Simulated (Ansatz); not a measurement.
Here is an unrelaxed guess for ZrC.

```cif
data_structure
_symmetry_space_group_name_H-M 'P6_3/mmc'
_symmetry_Int_Tables_number 194
_cell_length_a 3.4257
_cell_length_b 3.4257
_cell_length_c 13.1283
_cell_angle_alpha 90.000
_cell_angle_beta 90.000
_cell_angle_gamma 120.000
_cell_volume 133.43
loop_
_atom_site_label
_atom_site_type_symbol
_atom_site_symmetry_multiplicity
_atom_site_Wyckoff_symbol
_atom_site_fract_x
_atom_site_fract_y
_atom_site_fract_z
_atom_site_occupancy
Zr1 Zr 4 f 0.66667 0.33333 0.87715 1
C1 C 2 a 0.00000 0.00000 0.00000 1
C2 C 2 d 0.66667 0.33333 0.25000 1
```

Computed with DFT PBE, scalar-relativistic, plane waves, PAW in Ansatz 0.2.0. Plane waves to 420 eV, a k mesh through Γ of 6×6×2 on the computed 8-atom cell and Gaussian smearing (0.10 eV); no spin polarisation.

Energies over the elements count from the elements' standard structures at the same level, with no fitted energy shifts.

Task: What does a single point on this coarse mesh give?

Result: The pressure is -29.1 GPa (the mean over three directions, positive in compression), the largest force is 0.74 eV/Å, and the energy is −0.06 eV/atom against the elements. The shortest distance is 2.55 Å.

Task: Is it a good guess?

Result: A rough one: relaxing gains about 0.50 eV/atom (the start's value is from the coarse mesh, so the gain is rough) in 13 ionic steps and ends at −0.57 eV/atom on the finer mesh. The symmetry stays P6_3/mmc (No. 194). The volume per atom shrinks by 19.2 %, from 16.7 to 13.5 Å³. The shortest distance goes from 2.55 Å (Zr–C) to 2.34 Å (Zr–C). The ratio c/a of the conventional cell changes by a factor of 0.90. Conventional cell: a = 3.311 Å, c = 11.360 Å. Zr has 6 C at 2.34–2.42 Å and 1 Zr at 2.97 Å; around C on a site of symmetry -3m lie 6 Zr at 2.34 Å; C on a site of symmetry -6m2 has 6 Zr at 2.42 Å.

The last run used a 12×12×4 mesh (in the run's order of axes) for its 8-atom cell and Gaussian smearing of 0.10 eV. The reference form of C is held partly by dispersion forces, which this level lacks. The relaxation can't lower the symmetry of the start, and the grade says only how near the guess is to its own end. A structure relaxed within its symmetry needn't be a true minimum.
